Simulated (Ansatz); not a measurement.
# Sn: stress in a strained cell

Aim: deform Sn (equal xy, yz and zx engineering shear strains of -3 %) and compute stress, forces and field gradients with LAPW, PAW and all-electron datasets made for the crystal.

Method: DFT LDA, scalar-relativistic, in Ansatz 0.2.0.

## 1. The system as given

It takes space group I4_1/amd (No. 141, tetragonal). The conventional cell has a = 5.832 Å, b = 5.832 Å, c = 3.181 Å, α = 90.00°, β = 90.00°, γ = 90.00°. Sn (site symmetry -4m2) is surrounded by 6 Sn at 3.02 to 3.18 Å.

As a file:

```cif
data_structure
_symmetry_space_group_name_H-M 'P 1'
_symmetry_Int_Tables_number 1
_cell_length_a 4.4198
_cell_length_b 4.4198
_cell_length_c 4.4198
_cell_angle_alpha 97.442
_cell_angle_beta 97.442
_cell_angle_gamma 137.813
_cell_volume 54.10
loop_
_atom_site_label
_atom_site_type_symbol
_atom_site_fract_x
_atom_site_fract_y
_atom_site_fract_z
_atom_site_occupancy
Sn1 Sn 0.00000 0.00000 0.00000 1
Sn2 Sn 0.75000 0.25000 0.50000 1
```

Atoms are numbered in the order of the input: Sn1, Sn2.

## 2. The deformed structure

Space group I4_1/amd before, C2/c after.

## 3. Full-potential LAPW

The input, input.yaml:

```yaml
crystal:
  lattice:
    - [-2.9834475, 2.935728, 1.59065]
    - [2.935728, -2.9834475, 1.59065]
    - [2.895972, 2.895972, -1.6781255]
  atoms:
    - { symbol: Sn, position: [0.0, 0.0, 0.0] }
    - { symbol: Sn, position: [0.75, 0.25, 0.5] }
kpoints:
  mp_grid: { grid: [15, 15, 15] }
  band_path:
    path:
      - [0.0, 0.0, 0.0]
      - [0.5, -0.5, 0.0]
      - [0.5, -0.5, 0.5]
      - [0.0, 0.0, 0.5]
      - [0.0, 0.0, 0.0]
      - [0.5, 0.0, 0.0]
      - [0.0, 0.0, 0.0]
      - [0.5, 0.0, -0.5]
    npoints: 5
scf:
  occupations: { method: fermi_dirac, width: 0.05 }
hamiltonian:
  xc: lda
  pseudopotentials: { kind: all_electron, lapw: { basis_error: 0.0005 } }
output:
  forces: true
  stress: true
  eigenvalues: true
```

On the command line:

```
ansatz run input.yaml --threads 1 --pin off --max-ram 3072MiB --backend cpu --events-out ev --progress --plain --runs-dir out
```

## 4. PAW with frozen cores

The input, input.yaml:

```yaml
crystal:
  lattice:
    - [-2.9834475, 2.935728, 1.59065]
    - [2.935728, -2.9834475, 1.59065]
    - [2.895972, 2.895972, -1.6781255]
  atoms:
    - { symbol: Sn, position: [0.0, 0.0, 0.0] }
    - { symbol: Sn, position: [0.75, 0.25, 0.5] }
kpoints:
  mp_grid: { grid: [15, 15, 15] }
scf:
  occupations: { method: fermi_dirac, width: 0.05 }
hamiltonian:
  xc: lda
  pseudopotentials: { kind: paw }
output:
  forces: true
  stress: true
  eigenvalues: true
  efg: { contact_densities: true }
```

## 5. Datasets made for this crystal

Changes to input.yaml since step 4:

```diff
@@ -14,3 +14,3 @@
   xc: lda
-  pseudopotentials: { kind: paw }
+  pseudopotentials: { kind: all_electron, datasets: crystal }
 output:
```

(Steps that only read results are left out.)

**Question.** What will these runs give? Wanted: pressure; largest shear or deviatoric stress.

As calculated:

| quantity | value |
| --- | --- |
| pressure | LAPW -1.67, PAW -1.69, crystal datasets -1.67 GPa |
| largest shear or deviatoric stress (LAPW) | 0.85 GPa |

**Reading.** The largest part of the stress beyond the pressure is 0.85 GPa in size; the atoms are carried along and not relaxed. No run of the undeformed cell stands beside it, so the pressure holds what the given cell had before the change. PAW: stress within 0.02 GPa of LAPW, forces within 1 meV/Å. Crystal datasets: stress within 0.01 GPa of LAPW, forces within 1 meV/Å.
